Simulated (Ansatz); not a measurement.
Runs of Ansatz 0.2.0 on Na2S. It takes space group Fm-3m (No. 225, cubic). Conventional cell: a = 6.547 Å, b = 6.547 Å, c = 6.547 Å, α = 90.00°, β = 90.00°, γ = 90.00°. S (site symmetry m-3m) is surrounded by 8 Na at 2.83 Å. Na (site symmetry -43m) has 4 S at 2.83 Å as nearest neighbours. 

```csv
potentials or basis,cutoff (eV),gap on the mesh (eV),pressure (GPa),relaxed volume (Å³/atom)
JTH PAW,1440,2.40,0.0,23.78
SPMS NC,653,2.40,0.0,(a)
PseudoDojo stringent (PBE files),1197,2.44,0.0,(b)
Ansatz PAW earlier set,700,2.45,0.0,23.62
Ansatz PAW earlier set,760,2.45,0.0,23.63
```

Alike in all rows: task relaxation of cell and atoms; level PBE; no spin polarisation; cell relaxed; k mesh 7 × 7 × 7; smearing fermi-dirac 0.05 eV.

Question: Fill in the values left out.

Answer: (a) 23.86; (b) 23.64.

Caveats: odd divisions of the mesh miss points on the zone boundary, where band edges often lie, so the gap on the mesh can be too wide; the plane-wave basis is chosen anew once the cell has moved, so the energies of steps on either side of that aren't comparable.

A k mesh can miss the band edges.

Not every run made on this cell is shown here.
